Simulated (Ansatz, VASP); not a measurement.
Given: the input of a run of Ansatz 0.2.0 on Pb (Lead). 

Contents of input.yaml:

```yaml
crystal:
  lattice:
    - [0.0, 2.47502, 2.47502]
    - [2.47502, 0.0, 2.47502]
    - [2.47502, 2.47502, 0.0]
  atoms:
    - { symbol: Pb, position: [0.0, 0.0, 0.0] }
hamiltonian:
  xc: rpbe
  pseudopotentials: { kind: paw }
kpoints:
  mp_grid: { grid: [9, 9, 9] }
scf:
  occupations: { method: fermi_dirac, width: 0.05 }
output:
  forces: true
  stress: true
relax:
  f_tol: 0.01
  max_steps: 40
  cell: { stress_tol: 0.05 }
```

Potentials or basis: Ansatz PAW.

Launch:

```console
$ ansatz run input.yaml --threads 2 --pin off --max-ram 5632MiB --backend cpu --events-out ev --progress --plain --runs-dir out
```

Problem. Translate it to VASP 6.6.1. Potentials or basis there: PBE PAW files Pb_d, 600 eV.

Solution. As run (cutoffs and basis follow the program's own potentials, and thresholds, step limits or extra output files can differ):

INCAR

```
PREC     = Accurate       # precision mode
ENCUT    = 600            # plane-wave cutoff, eV
EDIFF    = 1E-6           # SCF threshold, eV
ISMEAR   = -1             # smearing method
SIGMA    = 0.05           # smearing width, eV
LREAL    = False          # projectors in reciprocal space
LASPH    = True           # aspherical terms in the spheres
NELM     = 60             # most SCF steps
ALGO     = Fast           # electronic algorithm
ISIF     = 3              # what is computed and relaxed
LWAVE    = False          # write WAVECAR
LCHARG   = False          # write CHGCAR
GGA      = RP             # functional
IBRION   = 2              # ionic algorithm
NSW      = 40             # ionic steps
EDIFFG   = -0.005         # ionic threshold
```

The input KPOINTS:

```
Automatic mesh
0
Gamma
  9 9 9
```

Contents of POSCAR:

```
Pb
1.0
    0.0000000000      2.4750200000      2.4750200000
    2.4750200000      0.0000000000      2.4750200000
    2.4750200000      2.4750200000      0.0000000000
Pb
1
Direct
    0.0000000000      0.0000000000      0.0000000000
```

Potentials or basis: VASP PAW PBE potentials, release 64 (Pb_d).

The run is started by

```console
$ cat potpaw_PBE.64/Pb_d/POTCAR > POTCAR
$ mpirun -np 1 vasp_std > vasp.out
```

Both were run:

|  | Ansatz | VASP |
| --- | --- | --- |
| Relaxed volume | 33.12 Å³/atom | 33.15 Å³/atom |
| Relaxed cell | a = 3.605 Å, b = 3.605 Å, c = 3.605 Å, α = 60.00°, β = 60.00°, γ = 60.00° | a = 3.606 Å, b = 3.606 Å, c = 3.606 Å, α = 60.00°, β = 60.00°, γ = 60.00° |
| Space group after relaxing | Fm-3m (No. 225) | Fm-3m (No. 225) |
| Pressure after relaxing | 0.0 GPa | 0.0 GPa |

Ansatz's pressure holds a Pulay term of +0.02 GPa for its cutoff of 420 eV, which the other run lacks.

Ansatz's potentials were made for PBE. VASP's potentials were made for PBE.

Where Ansatz's input types no cutoff or centring, it takes its own default and a Γ-centred mesh.

Pressure is positive in compression.
